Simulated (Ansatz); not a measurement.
Wurtzite ZnO: a single-point calculation in the PAW code Ansatz (r2SCAN). The cell was relaxed with r2SCAN and then strained (uniaxial +1.0 % along z, other directions held), with the atoms relaxed again with r2SCAN; k points keep the names of the unstrained zone.

```yaml
crystal:
  lattice:
    - [3.2353408669, 0.0, 0.0]
    - [-1.6176704335, 2.8018873806, 0.0]
    - [0.0, 0.0, 5.2630613499]
  atoms:
    - { symbol: Zn, position: [0.3333333333, 0.6666666667, -0.0010332031] }
    - { symbol: Zn, position: [0.6666666667, 0.3333333333, 0.4989667969] }
    - { symbol: O, position: [0.3333333333, 0.6666666667, 0.3760332031] }
    - { symbol: O, position: [0.6666666667, 0.3333333333, 0.8760332031] }
kpoints:
  mp_grid: { grid: [12, 12, 6] }
  band_path:
    path:
      - [0.0, 0.0, 0.0]
      - [0.5, 0.0, 0.0]
      - [0.3333333333, 0.3333333333, 0.0]
      - [0.0, 0.0, 0.5]
      - [0.5, 0.0, 0.5]
      - [0.3333333333, 0.3333333333, 0.5]
    npoints: 1
hamiltonian:
  xc: r2scan
scf:
  occupations: { method: fixed }
  n_extra_bands: 5
output:
  forces: true
  stress: true
  eigenvalues: true
```

The output follows, shortened, with numbered blanks.
```
Pseudopotential: Zn, paw, valence charge 12, recommended cutoff 500 eV (meta_gga)
Pseudopotential: O, paw, valence charge 6, recommended cutoff 500 eV (meta_gga)
Functional definition: r2SCAN
Crystal: 4 atoms, lattice volume = 47.710 Å³
Basis set: ecut = 500 eV, 1213 PW (Γ)
Bands: 23, of which v1, the nominal top of the filled ones, is band 18 counted from 1 (17 counted from 0)
Symmetry: 12 space group operations
Space group: P63mc (ITA 186)
k-points: 76 of 864 (time reversal used)
SCF 1 converged in 8 iterations: F = -7789.849728 eV  dr2 = 6.15e-8
Free energy (F): -7789.849728 eV
[1]
--- Forces (eV/Å), atoms counted from 1 ---
  atom   1  Zn      0.00000      0.00000    -0.00372
  atom   2  Zn      0.00000      0.00000    -0.00372
  atom   3  O       0.00000      0.00000      0.00363
  atom   4  O       0.00000      0.00000      0.00363
--- Stress (GPa, compression-positive) ---
[2]
--- Band table (eV; the first three rows and the last of 76) ---
[3]
```

The rows of the band table are 0: (0, 0, 0) = Γ, 1: (0, 0, 1/6), 2: (0, 0, 1/3), 75: (1/3, 1/3, -1/2) = H.

Question: What stood in the gaps? They hold the stress, the Fermi energy and the band table.

Answer:
```
[1]
Fermi energy:    6.823179 eV
[2]
       -1.111322       0.000000       0.000000
        0.000000      -1.111322       0.000000
        0.000000       0.000000      -2.167469
  P = ⅓ Tr σ = -1.4634 GPa (-14.634 kbar)
[3]
  k-point 0: bands = […, 2.7144, 6.0216, 6.0216, 6.7263, 6.8232, 6.8232, 8.0336, 12.7115, 15.5336, 20.6320, …]
  k-point 1: bands = […, 3.0265, 6.0764, 6.0764, 6.2190, 6.7708, 6.7708, 8.6256, 12.4233, 15.7917, 20.5906, …]
  k-point 2: bands = […, 3.7251, 5.4017, 6.2256, 6.2256, 6.6266, 6.6266, 9.6500, 11.6946, 16.4891, 18.9968, …]
  k-point 75: bands = […, 3.0798, 3.0798, 4.1288, 4.1288, 5.5128, 5.5128, 15.3071, 15.3071, 15.4665, 15.4665, …]
```
Only the leading digits can be foreseen; the rest is this run's record.

Command: `ansatz run input.yaml --threads 2 --pin off --max-ram 29491MiB --backend cpu --events-out ev --progress --plain --runs-dir out`. Wall time 7.6 s on 2 threads of AMD EPYC 7R13 Processor (Zen 3), with other jobs on the host; peak host memory 0.63 GiB.

No spin polarisation and no zero-point or thermal motion.
